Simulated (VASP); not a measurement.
# W (Fm-3m) in VASP: further runs

The runs below take W through single point, with PBE.

Program: VASP 6.6.1. These are calculated values, not measurements. Logs are shortened: lines on timing, memory, paths and dates and some standing lists are left out, and cuts for length are marked.

## Step 1: Starting point

The structure is cubic, space group Fm-3m (No. 225). The conventional cell has a = 4.060 Å, b = 4.060 Å, c = 4.060 Å, α = 90.00°, β = 90.00°, γ = 90.00°. W (site symmetry m-3m) is surrounded by 12 W at 2.87 Å.

This isn't the form of W at room conditions, which is bcc.

## Step 2: Single point, PBE

INCAR

```
SYSTEM = W
  ADDGRID = .FALSE.
  ALGO = Normal
  EDIFF = 1E-7
  ENCUT = 400
  GGA = PE
  ISIF = 2
  ISMEAR = 0
  LASPH = .TRUE.
  LCHARG = .FALSE.
  LREAL = .FALSE.
  LWAVE = .FALSE.
  NBANDS = 13
  NELM = 100
  PREC = Accurate
  SIGMA = 0.15
```

KPOINTS

```
k-points
0
G
  12 12 12
  0 0 0
```

POSCAR

```
W
1.0
    0.0000000000      2.0300000000      2.0300000000
    2.0300000000      0.0000000000      2.0300000000
    2.0300000000      2.0300000000      0.0000000000
W
1
Direct
    0.0000000000      0.0000000000      0.0000000000
```

Potentials or basis: VASP PAW PBE potentials, release 64 (W_sv).

Launch:

```bash
cat potpaw_PBE.64/W_sv/POTCAR > POTCAR
mpirun -np 1 vasp_std > vasp.out
```

OUTCAR:

```text
SYSTEM = W
   EDIFF = 1E-7
   ENCUT = 400
   GGA = PE
   ISIF = 2
   ISMEAR = 0
   LASPH = .TRUE.
   LREAL = .FALSE.
   NELM = 100
   PREC = Accurate

 Found     72 irreducible k-points:

 Following reciprocal coordinates:
            Coordinates               Weight
  0.000000  0.000000  0.000000      1.000000
  0.083333  0.000000  0.000000      8.000000
  0.166667  0.000000  0.000000      8.000000
  0.250000  0.000000  0.000000      8.000000
  0.333333  0.000000  0.000000      8.000000
  0.416667  0.000000  0.000000      8.000000
   k-points           NKPTS =     72   k-points in BZ     NKDIM =     72   number of bands    NBANDS=     13
   number of dos      NEDOS =    301   number of ions     NIONS =      1
   total plane-waves  NPLWV =   8000
   dimension x,y,z NGX =    20 NGY =   20 NGZ =   20
   dimension x,y,z NGXF=    40 NGYF=   40 NGZF=   40
   ions per type =               1
   NGX,Y,Z   is equivalent  to a cutoff of  11.58, 11.58, 11.58 a.u.
   NGXF,Y,Z  is equivalent  to a cutoff of  23.16, 23.16, 23.16 a.u.
 SYSTEM =  W
   PREC   = accura    normal or accurate (medium, high low for compatibility)
   ISTART =      0    job   : 0-new  1-cont  2-samecut
   ICHARG =      2    charge: 1-file 2-atom 10-const
   ISPIN  =      1    spin polarized calculation?
   LNONCOLLINEAR =      F non collinear calculations
   LSORBIT =      F    spin-orbit coupling
   LASPH  =      T    aspherical Exc in radial PAW
   ENCUT  =  400.0 eV  29.40 Ry    5.42 a.u.   4.68  4.68  4.68*2*pi/ulx,y,z
   NELM   =    100;   NELMIN=  2; NELMDL= -5     # of ELM steps
   EDIFF  = 0.1E-06   stopping-criterion for ELM
   LREAL  =      F    real-space projection
   EDIFFG = 0.1E-05   stopping-criterion for IOM
   NSW    =      0    number of steps for IOM
   IBRION =     -1    ionic relax: 0-MD 1-quasi-New 2-CG
   NFREE  =      0    steps in history (QN), initial steepest desc. (CG)
   ISIF   =      2    stress and relaxation
   ISYM   =      2    0-nonsym 1-usesym 2-fastsym
   POTIM  = 0.5000    time-step for ionic-motion
   TEBEG  =    0.0;   TEEND  =   0.0 temperature during run
   PSTRESS=    0.0 pullay stress
   NELECT =      14.0000    total number of electrons
   NUPDOWN=      -1.0000    fix difference up-down
   EMIN   =  10.00;   EMAX   =-10.00  energy-range for DOS
   EFERMI =   0.00;   METHOD = LEGACY
   ISMEAR =     0;   SIGMA  =   0.15  broadening in eV -4-tet -1-fermi 0-gaus
   EFERMI_NEDOS =   21; number of points for ismear=-14 and -15
   IALGO  =     38    algorithm
   IMIX   =      4    mixing-type and parameters
     AMIX     =   0.40;   BMIX     =  1.00
     AMIX_MAG =   1.60;   BMIX_MAG =  1.00
  volume/ion in A,a.u.               =      16.73       112.91
  Fermi-wavevector in a.u.,A,eV,Ry     =   1.542688  2.915258 32.380324  2.379887
  Thomas-Fermi vector in A             =   2.648457
   LORBIT       =      0    0 simple, 1 ext, 2 COOP (PROOUT), +10 PAW based schemes
   GGA     = PE    functional components
   LHFCALC =     F    Hartree Fock is set to
   AEXX    =    0.0000 exact exchange contribution
   IVDW    =     0    specifies the selected vdW correction
   LEPSILON=     F    determine dielectric tensor
   LRPA    =     F    only Hartree local field effects (RPA)
 non-spin polarized calculation
 Gauss-broadening in eV      SIGMA  =   0.15
  energy-cutoff  :      400.00
  volume of cell :       16.73
 maximum number of plane-waves:       313
   NGX =  9   NGY =  9   NGZ =  9

 number of electron      14.0000005 magnetization

 Free energy of the ion-electron system (eV)
  ---------------------------------------------------
  ext. energy  EPLUGINS =         0.00000000
  ---------------------------------------------------
  free energy    TOTEN  =       -12.47483722 eV

  energy without entropy =      -12.45802483  energy(sigma->0) =      -12.46643102

 E-fermi :  10.2611     XC(G=0): -13.3267

 val. band max:       10.2304304822   @ k =   0.1667   0.0833   0.0000
 cond. band min:      10.2633595202   @ k =  -0.2500   0.0833   0.0000
 fundamental gap:      0.0329290380
 Fermi energy:        10.2611344901

 k-point     1 :       0.0000    0.0000    0.0000
  band No.  band energies     occupation
      1     -63.4717      2.00000
      2     -27.1267      2.00000
      3     -27.1267      2.00000
      4     -27.1267      2.00000
      5       1.3341      2.00000
      6       9.6969      2.00000
      7       9.6969      2.00000
      8       9.6969      2.00000
      9      12.7392      0.00000
     10      12.7392      0.00000
     11      22.9856      0.00000
     12      28.1115      0.00000
     13      28.1115      0.00000

 k-point     2 :       0.0833    0.0000    0.0000
  band No.  band energies     occupation
      1     -63.4652      2.00000
      2     -27.2033      2.00000
      3     -27.1366      2.00000
      4     -27.1366      2.00000
      5       1.6300      2.00000
      6       9.4738      2.00000
      7       9.8321      1.99995
      8       9.8321      1.99995
      9      12.6204      0.00000
     10      12.6204      0.00000
     11      23.5714      0.00000
     12      26.9335      0.00000
     13      28.6657      0.00000
[... 33 lines left out ...]
 k-point     5 :       0.3333    0.0000    0.0000
  band No.  band energies     occupation
      1     -63.3989      2.00000
      2     -27.9446      2.00000
      3     -27.2357      2.00000
      4     -27.2357      2.00000
      5       4.3624      2.00000
      6       9.0946      2.00000
      7       9.8534      1.99988
      8       9.8534      1.99988
      9      13.7392      0.00000
     10      13.7392      0.00000
     11      21.9021      0.00000
     12      25.5442      0.00000
     13      31.8267      0.00000

 k-point     6 :       0.4167    0.0000    0.0000
  band No.  band energies     occupation
      1     -63.3810      2.00000
      2     -28.1324      2.00000
      3     -27.2619      2.00000
      4     -27.2619      2.00000
      5       4.6799      2.00000
      6       9.5862      2.00000
      7       9.5862      2.00000
      8      10.1565      1.67620
      9      14.7108      0.00000
     10      14.7108      0.00000
     11      20.8323      0.00000
     12      23.4035      0.00000
     13      29.5495      0.00000

 [... further k-points ...]

------------------------ aborting loop because EDIFF is reached ----------------------------------------

  FORCE on cell =-STRESS in cart. coord.  units (eV):
  Direction    XX          YY          ZZ          XY          YZ          ZX
  --------------------------------------------------------------------------------------
  -------------------------------------------------------------------------------------
  Total       -0.4832533     -0.4832533     -0.4832533     -0.0000000      0.0000000     -0.0000000
  in kB      -46.2772273    -46.2772273    -46.2772273     -0.0000000      0.0000000     -0.0000000
  external PRESSURE =     -46.2772273 kB  Pullay stress =       0.0000000 kB

 VOLUME and BASIS-vectors are now :
 -----------------------------------------------------------------------------
  energy-cutoff  :      400.00
  volume of cell :       16.73
      direct lattice vectors                 reciprocal lattice vectors
     0.000000000  2.030000000  2.030000000    -0.246305419  0.246305419  0.246305419
     2.030000000  0.000000000  2.030000000     0.246305419 -0.246305419  0.246305419
     2.030000000  2.030000000  0.000000000     0.246305419  0.246305419 -0.246305419

 POSITION                                       TOTAL-FORCE (eV/Angst)
 -----------------------------------------------------------------------------------
      0.00000      0.00000      0.00000         0.000000      0.000000      0.000000
 -----------------------------------------------------------------------------------
    total drift:                                0.000000      0.000000      0.000000

  FREE ENERGIE OF THE ION-ELECTRON SYSTEM (eV)
  ---------------------------------------------------
  free  energy   TOTEN  =       -12.4748372183 eV

  energy  without entropy=      -12.4580248301  energy(sigma->0) =      -12.46643102
```

It took 7.3 s on 1 thread of Intel Xeon Platinum 8488C (Sapphire Rapids), shared host; peak memory 0.13 GiB.

The run converged, but some of its settings lie outside the range that counts as converged, so its numbers aren't taken as properties of the crystal.

What came out:

- Free energy: -12.4748 eV
- Pressure: -4.6 GPa
- Band gap on the k mesh: none (metal or under the smearing width)

## Step 3: Single point, PBE

Edit INCAR of step 2 so:

```diff
@@ -4,3 +4,3 @@
   EDIFF = 1E-7
-  ENCUT = 400
+  ENCUT = 600
   GGA = PE
```

KPOINTS

```
k-points
0
G
  10 10 10
  0 0 0
```

POSCAR is that of step 2.

Potentials or basis: VASP PAW PBE potentials, release 64 (W_sv).

Launch:

```bash
cat potpaw_PBE.64/W_sv/POTCAR > POTCAR
mpirun -np 1 vasp_std > vasp.out
```

OUTCAR:

```text
SYSTEM = W
   EDIFF = 1E-7
   ENCUT = 600
   GGA = PE
   ISIF = 2
   ISMEAR = 0
   LASPH = .TRUE.
   LREAL = .FALSE.
   NELM = 100
   PREC = Accurate

 Found     47 irreducible k-points:

 Following reciprocal coordinates:
            Coordinates               Weight
  0.000000  0.000000  0.000000      1.000000
  0.100000  0.000000  0.000000      8.000000
  0.200000  0.000000  0.000000      8.000000
  0.300000  0.000000  0.000000      8.000000
  0.400000  0.000000  0.000000      8.000000
  0.500000  0.000000  0.000000      4.000000
   k-points           NKPTS =     47   k-points in BZ     NKDIM =     47   number of bands    NBANDS=     13
   number of dos      NEDOS =    301   number of ions     NIONS =      1
   total plane-waves  NPLWV =  13824
   dimension x,y,z NGX =    24 NGY =   24 NGZ =   24
   dimension x,y,z NGXF=    48 NGYF=   48 NGZF=   48
   ions per type =               1
   NGX,Y,Z   is equivalent  to a cutoff of  13.90, 13.90, 13.90 a.u.
   NGXF,Y,Z  is equivalent  to a cutoff of  27.80, 27.80, 27.80 a.u.
 SYSTEM =  W
   PREC   = accura    normal or accurate (medium, high low for compatibility)
   ISTART =      0    job   : 0-new  1-cont  2-samecut
   ICHARG =      2    charge: 1-file 2-atom 10-const
   ISPIN  =      1    spin polarized calculation?
   LNONCOLLINEAR =      F non collinear calculations
   LSORBIT =      F    spin-orbit coupling
   LASPH  =      T    aspherical Exc in radial PAW
   ENCUT  =  600.0 eV  44.10 Ry    6.64 a.u.   5.73  5.73  5.73*2*pi/ulx,y,z
   NELM   =    100;   NELMIN=  2; NELMDL= -5     # of ELM steps
   EDIFF  = 0.1E-06   stopping-criterion for ELM
   LREAL  =      F    real-space projection
   EDIFFG = 0.1E-05   stopping-criterion for IOM
   NSW    =      0    number of steps for IOM
   IBRION =     -1    ionic relax: 0-MD 1-quasi-New 2-CG
   NFREE  =      0    steps in history (QN), initial steepest desc. (CG)
   ISIF   =      2    stress and relaxation
   ISYM   =      2    0-nonsym 1-usesym 2-fastsym
   POTIM  = 0.5000    time-step for ionic-motion
   TEBEG  =    0.0;   TEEND  =   0.0 temperature during run
   PSTRESS=    0.0 pullay stress
   NELECT =      14.0000    total number of electrons
   NUPDOWN=      -1.0000    fix difference up-down
   EMIN   =  10.00;   EMAX   =-10.00  energy-range for DOS
   EFERMI =   0.00;   METHOD = LEGACY
   ISMEAR =     0;   SIGMA  =   0.15  broadening in eV -4-tet -1-fermi 0-gaus
   EFERMI_NEDOS =   21; number of points for ismear=-14 and -15
   IALGO  =     38    algorithm
   IMIX   =      4    mixing-type and parameters
     AMIX     =   0.40;   BMIX     =  1.00
     AMIX_MAG =   1.60;   BMIX_MAG =  1.00
  volume/ion in A,a.u.               =      16.73       112.91
  Fermi-wavevector in a.u.,A,eV,Ry     =   1.542688  2.915258 32.380324  2.379887
  Thomas-Fermi vector in A             =   2.648457
   LORBIT       =      0    0 simple, 1 ext, 2 COOP (PROOUT), +10 PAW based schemes
   GGA     = PE    functional components
   LHFCALC =     F    Hartree Fock is set to
   AEXX    =    0.0000 exact exchange contribution
   IVDW    =     0    specifies the selected vdW correction
   LEPSILON=     F    determine dielectric tensor
   LRPA    =     F    only Hartree local field effects (RPA)
 non-spin polarized calculation
 Gauss-broadening in eV      SIGMA  =   0.15
  energy-cutoff  :      600.00
  volume of cell :       16.73
 maximum number of plane-waves:       568
   NGX = 11   NGY = 11   NGZ = 11

 number of electron      14.0000002 magnetization

 Free energy of the ion-electron system (eV)
  ---------------------------------------------------
  ext. energy  EPLUGINS =         0.00000000
  ---------------------------------------------------
  free energy    TOTEN  =       -12.46811076 eV

  energy without entropy =      -12.45469181  energy(sigma->0) =      -12.46140129

 E-fermi :  10.1967     XC(G=0): -13.3303

 val. band max:       10.1699424438   @ k =  -0.1000   0.1000   0.0000
 cond. band min:      10.2414872369   @ k =   0.5000   0.1000   0.0000
 fundamental gap:      0.0715447932
 Fermi energy:        10.1967029161

 k-point     1 :       0.0000    0.0000    0.0000
  band No.  band energies     occupation
      1     -63.5006      2.00000
      2     -27.1534      2.00000
      3     -27.1534      2.00000
      4     -27.1534      2.00000
      5       1.3358      2.00000
      6       9.6860      2.00000
      7       9.6860      2.00000
      8       9.6860      2.00000
      9      12.7236      0.00000
     10      12.7236      0.00000
     11      22.9893      0.00000
     12      28.1121      0.00000
     13      28.1121      0.00000

 k-point     2 :       0.1000    0.0000    0.0000
  band No.  band energies     occupation
      1     -63.4914      2.00000
      2     -27.2622      2.00000
      3     -27.1674      2.00000
      4     -27.1674      2.00000
      5       1.7581      2.00000
      6       9.3768      2.00000
      7       9.8739      1.99766
      8       9.8739      1.99766
      9      12.5644      0.00000
     10      12.5644      0.00000
     11      23.8092      0.00000
     12      26.5792      0.00000
     13      28.9028      0.00000

 k-point     3 :       0.2000    0.0000    0.0000
  band No.  band energies     occupation
      1     -63.4671      2.00000
      2     -27.5399      2.00000
      3     -27.2039      2.00000
      4     -27.2039      2.00000
      5       2.8673      2.00000
      6       8.8217      2.00000
      7      10.1487      1.34904
      8      10.1487      1.34904
      9      12.5207      0.00000
     10      12.5207      0.00000
     11      24.0621      0.00000
     12      26.1553      0.00000
     13      31.0521      0.00000

 k-point     4 :       0.3000    0.0000    0.0000
  band No.  band energies     occupation
      1     -63.4371      2.00000
      2     -27.8704      2.00000
      3     -27.2486      2.00000
      4     -27.2486      2.00000
      5       4.0866      2.00000
      6       8.8274      2.00000
      7       9.9655      1.97073
      8       9.9655      1.97073
      9      13.3201      0.00000
     10      13.3201      0.00000
     11      22.3846      0.00000
     12      26.3714      0.00000
     13      32.9693      0.00000

 k-point     5 :       0.4000    0.0000    0.0000
  band No.  band energies     occupation
      1     -63.4127      2.00000
      2     -28.1285      2.00000
      3     -27.2844      2.00000
      4     -27.2844      2.00000
      5       4.6464      2.00000
      6       9.6183      2.00000
      7       9.6183      2.00000
      8       9.9292      1.98834
      9      14.5238      0.00000
     10      14.5238      0.00000
     11      21.0274      0.00000
     12      23.7516      0.00000
     13      29.9099      0.00000

 k-point     6 :       0.5000    0.0000    0.0000
  band No.  band energies     occupation
      1     -63.4034      2.00000
      2     -28.2251      2.00000
      3     -27.2980      2.00000
      4     -27.2980      2.00000
      5       4.7260      2.00000
      6       9.4726      2.00000
      7       9.4726      2.00000
      8      10.8039      0.00000
      9      15.1268      0.00000
     10      15.1268      0.00000
     11      20.2222      0.00000
     12      22.6176      0.00000
     13      28.6801      0.00000

 [... further k-points ...]

------------------------ aborting loop because EDIFF is reached ----------------------------------------

  FORCE on cell =-STRESS in cart. coord.  units (eV):
  Direction    XX          YY          ZZ          XY          YZ          ZX
  --------------------------------------------------------------------------------------
  -------------------------------------------------------------------------------------
  Total       -0.3831696     -0.3831696     -0.3831696     -0.0000000      0.0000000      0.0000000
  in kB      -36.6930213    -36.6930213    -36.6930213     -0.0000000      0.0000000      0.0000000
  external PRESSURE =     -36.6930213 kB  Pullay stress =       0.0000000 kB

 VOLUME and BASIS-vectors are now :
 -----------------------------------------------------------------------------
  energy-cutoff  :      600.00
  volume of cell :       16.73
      direct lattice vectors                 reciprocal lattice vectors
     0.000000000  2.030000000  2.030000000    -0.246305419  0.246305419  0.246305419
     2.030000000  0.000000000  2.030000000     0.246305419 -0.246305419  0.246305419
     2.030000000  2.030000000  0.000000000     0.246305419  0.246305419 -0.246305419

 POSITION                                       TOTAL-FORCE (eV/Angst)
 -----------------------------------------------------------------------------------
      0.00000      0.00000      0.00000         0.000000      0.000000      0.000000
 -----------------------------------------------------------------------------------
    total drift:                               -0.000000      0.000000      0.000000

  FREE ENERGIE OF THE ION-ELECTRON SYSTEM (eV)
  ---------------------------------------------------
  free  energy   TOTEN  =       -12.4681107627 eV

  energy  without entropy=      -12.4546918095  energy(sigma->0) =      -12.46140129
```

OSZICAR:

```text
N       E                     dE             d eps       ncg     rms          rms(c)
DAV:   1     0.902484495024E+02    0.90248E+02   -0.81287E+03  1222   0.133E+03
DAV:   2    -0.111740785500E+02   -0.10142E+03   -0.97492E+02  1382   0.335E+02
DAV:   3    -0.131099628236E+02   -0.19359E+01   -0.19074E+01  1352   0.430E+01
DAV:   4    -0.131197116010E+02   -0.97488E-02   -0.97477E-02  1342   0.335E+00
DAV:   5    -0.131197960100E+02   -0.84409E-04   -0.84409E-04  1347   0.301E-01    0.183E+01
DAV:   6    -0.125997104343E+02    0.52009E+00   -0.45225E-01  1302   0.887E+00    0.695E+00
DAV:   7    -0.124723941735E+02    0.12732E+00   -0.21402E-01  1342   0.575E+00    0.631E-01
DAV:   8    -0.124682205304E+02    0.41736E-02   -0.41765E-03  1227   0.845E-01    0.933E-02
DAV:   9    -0.124681102074E+02    0.11032E-03   -0.14869E-04  1422   0.142E-01    0.352E-02
DAV:  10    -0.124681102043E+02    0.31214E-08   -0.12350E-05  1282   0.452E-02    0.393E-03
DAV:  11    -0.124681108753E+02   -0.67105E-06   -0.23683E-07  1242   0.599E-03    0.758E-04
DAV:  12    -0.124681107493E+02    0.12600E-06   -0.72758E-09   731   0.104E-03    0.643E-05
DAV:  13    -0.124681107627E+02   -0.13405E-07   -0.54861E-10   631   0.319E-04
   1 F= -.12468111E+02 E0= -.12461401E+02  d E =-.134190E-01
```

stdout:

```text
POSCAR found type information on POSCAR W
 POSCAR found :  1 types and       1 ions
 scaLAPACK will be used
 LDA part: xc-table for (Slater+PW92), standard interpolation
 POSCAR, INCAR and KPOINTS ok, starting setup
 FFT: planning ... GRIDC
 FFT: planning ... GRID_SOFT
 FFT: planning ... GRID
 WAVECAR not read
 entering main loop
```

It took 6.1 s on 1 thread of Intel Xeon Platinum 8488C (Sapphire Rapids), shared host; peak memory 0.14 GiB.

The run converged, but some of its settings lie outside the range that counts as converged, so its numbers aren't taken as properties of the crystal.

Results:

```
Free energy            : -12.4681 eV
Pressure               : -3.7 GPa
Band gap on the k mesh : none (metal or under the smearing width)
```

## Step 4: Single point, PBE

Edit INCAR of step 3 so:

```diff
@@ -4,3 +4,3 @@
   EDIFF = 1E-7
-  ENCUT = 600
+  ENCUT = 500
   GGA = PE
```

KPOINTS

```
k-points
0
G
  12 12 12
  0 0 0
```

POSCAR is that of step 3.

Launch:

```bash
cat potpaw_PBE.64/W_sv/POTCAR > POTCAR
mpirun -np 1 vasp_std > vasp.out
```

It took 8.9 s on 1 thread of Intel Xeon Platinum 8488C (Sapphire Rapids), shared host; peak memory 0.14 GiB.

These settings aren't checked as converged: the numbers below hold their error.

Results:

```
Free energy            : -12.4747 eV
Pressure               : -4.6 GPa
Band gap on the k mesh : none (metal or under the smearing width)
```

(Part 1 of 2 ends here.)
